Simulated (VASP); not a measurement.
# GaAs: relaxation of cell and atoms with BLYP

Crystal: GaAs.

```
As Ga
1.0
     0.00000    2.82685    2.82685
     2.82685    0.00000    2.82685
     2.82685    2.82685    0.00000
As Ga
1 1
Direct
  0.75000 0.75000 0.75000
  0.00000 0.00000 0.00000
```

| Item | Value |
| --- | --- |
| Program | VASP 6.6.1 |
| Task | relaxation of cell and atoms |
| Functional | BLYP |
| Potentials or basis | VASP PAW PBE potentials, release 64 (As, Ga_d) |
| Cutoff | 600 eV |
| k mesh | 8 × 8 × 8 |
| Occupations | fermi-dirac, width 0.05 eV |
| Spin | no spin polarisation |
| Further INCAR settings | ALGO = Normal; EDIFF = 1e-06; IBRION = 2; EDIFFG = -0.01; NSW = 40; ISIF = 3 |

| Item | Value |
| --- | --- |
| Relaxed volume | 25.22 Å³/atom |
| Relaxed cell | a = 4.147 Å, b = 4.147 Å, c = 4.147 Å, α = 60.00°, β = 60.00°, γ = 60.00° |
| Space group after relaxing (to 0.05 Å) | F-43m (No. 216) |
| Energy gained by relaxing | 54.0 meV/atom |
| Ionic steps | 6 |
| Pressure after relaxing | 0.0 GPa |
| Band gap on the k mesh | none (metal or under the smearing width) |

Step by step:
| step | energy change (eV) | largest force (eV/Å) | pressure (GPa) | volume (Å³) |
| --- | --- | --- | --- | --- |
| 1 | 0.0000 | 0.0000 | 7.18 | 45.18 |
| 2 | -0.1007 | 0.0000 | -1.28 | 52.13 |
| 3 | -0.1081 | 0.0000 | -0.09 | 50.54 |
| 4 | -0.1080 | 0.0000 | 0.10 | 50.43 |
| 5 | -0.1080 | 0.0000 | 0.10 | 50.43 |
| 6 | -0.1080 | 0.0000 | 0.05 | 50.44 |

Final structure:
```
As Ga
1.0
     0.00000    2.93255    2.93255
     2.93255    0.00000    2.93255
     2.93255    2.93255    0.00000
As Ga
1 1
Cartesian
  4.3988 4.3988 4.3988
  2.9325 2.9325 0.0000
```

Levels at points of the mesh, in eV from the Fermi level:
```tsv
k point	band 5	band 6	band 7	band 8	band 9	band 10	band 11	band 12	band 13
(0.00, 0.00, 0.00)	-14.71	-12.06	-0.46	-0.05	-0.05	-0.05	3.66	3.66	3.66
(0.50, 0.00, 0.00)	-14.70	-10.63	-6.13	-1.03	-1.03	0.64	4.59	4.59	7.73
(0.50, 0.50, 0.00)	-14.70	-10.04	-6.42	-2.34	-2.34	1.69	1.75	9.19	9.19
```

Run time: 94 s on 1 thread of AMD EPYC 7R13 Processor (Zen 3), on a shared host, peak memory 0.16 GiB.

Caveat: the PAW data sets were made with another functional, which shifts forces and pressure a little; the volume moved by +12 % from the deposited cell, more than functionals usually miss; this crystal is a semiconductor, whose small gap the functional closes, so the metal is an error of the method. BLYP gives volumes clearly too large for solids.
